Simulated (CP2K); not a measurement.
ZnSe (Stilleite):

```xyz
2
Lattice="4.0076 0.0000 0.0000 2.0038 3.4707 0.0000 2.0038 1.1569 3.2722" Properties=species:S:1:pos:R:3 pbc="T T T"
Se    6.0114    3.4707    2.4541
Zn    0.0000    0.0000    0.0000
```

Base run:

| Quantity | Value |
| --- | --- |
| Program | CP2K 2026.2 |
| Functional | TB-mBJ |
| Potentials or basis | POTENTIAL_UZH Se GTH-PBE-q6, Zn GTH-PBE-q12; TZVP-MOLOPT-PBE-GTH basis |
| Density cutoff | 9184 eV |
| k mesh | 8 × 8 × 8 |
| Occupations | fermi-dirac, width 0.01 eV |
| Spin | no spin polarisation |

Its results: band gap on the k mesh 1.00 eV, direct.

**Question.** The run is repeated on the same cell with these changes: functional from TB-mBJ to PBEsol; density cutoff from 9184 eV to 6123 eV; cutoff of the grids from 675 Ry to 450 Ry. What comes out?

**Answer.** Band gap on the k mesh 1.08 eV, direct.

Caveats: the basis of atomic orbitals isn't converged, which shifts pressures, moduli and gaps; this is a model potential without an energy functional, so only levels have meaning (some runs).

Not every run made on this cell is shown here.
